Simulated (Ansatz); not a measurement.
The calculation used Ansatz, DFT, revPBE, plane waves (420 eV) with PAW, scalar-relativistic. (PAW data from PBE, frozen cores regenerated.)

An element in the omega (AlB2-type) structure gives this curve. The cell is scaled uniformly from the relaxed one, with fractional coordinates and shape fixed. Energies are extrapolated to zero smearing, pressures are those at the given smearing. Magnetic state: spin not included.

```csv
V (Å³/atom),E − E₀ (meV/atom),P (GPa)
21.851,43.1,5.48
22.845,17.2,3.10
23.838,4.0,1.35
24.831,0.0,0.05
25.824,2.8,-0.90
26.818,10.5,-1.58
27.811,21.8,-2.07
```

**Question.** Which element is it?
A. zirconium
B. antimony
C. cadmium
D. hafnium

**Answer.** C. Its fit is V₀ = 24.86 Å³/atom, B₀ = 27 GPa, B₀′ = 7.0.
